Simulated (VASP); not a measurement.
Crystal: HfSiO4.

```
Hf Si O
1.0
    -3.27944    3.27944    2.97940
     3.27944   -3.27944    2.97940
     3.27944    3.27944   -2.97940
Hf Si O
2 2 8
Direct
  0.00000 0.00000 0.00000
  0.75000 0.25000 0.50000
  0.25000 0.75000 0.50000
  0.50000 0.50000 0.00000
  0.13213 0.31745 0.81468
  0.06745 0.75277 0.68532
  0.06745 0.38213 0.31468
  0.50277 0.31745 0.18532
  0.68255 0.49723 0.81468
  0.61787 0.93255 0.68532
  0.24723 0.93255 0.31468
  0.68255 0.86787 0.18532
```

The cell is a database's computed one.

Base run:

```yaml
Program: VASP 6.6.1
Functional: PBEsol
Potentials_or_basis: VASP PAW PBE potentials, release 64 (Hf_pv, Si, O_h)
Cutoff: 900 eV
k_mesh: 6 × 6 × 6
Occupations: gaussian, width 0.02 eV
Spin: no spin polarisation
```

Its results: band gap on the k mesh 5.40 eV, indirect (least direct gap 5.77 eV); pressure -0.5 GPa; largest force 0.035 eV/Å.

Task: The run is repeated on the same cell with these changes: functional from PBEsol to r2SCAN; potentials or basis from VASP PAW PBE potentials, release 64 (Hf_pv, Si, O_h) to VASP PAW PBE potentials, release 64 (Hf_pv, Si, O); cutoff from 900 eV to 520 eV. What comes out?

Result: Band gap on the k mesh 6.08 eV, indirect (least direct gap 6.44 eV); pressure -0.3 GPa; largest force 0.419 eV/Å.

Caveats: the PAW data sets were made with another functional, which shifts forces and pressure a little; spin-orbit coupling is left out, which moves the levels of the heavy elements; the cutoff is under 1.25 times the usual one of these potentials, so pressure, stress and relaxed cells hold a basis-set (Pulay) error (some runs).

A k mesh can miss the band edges.
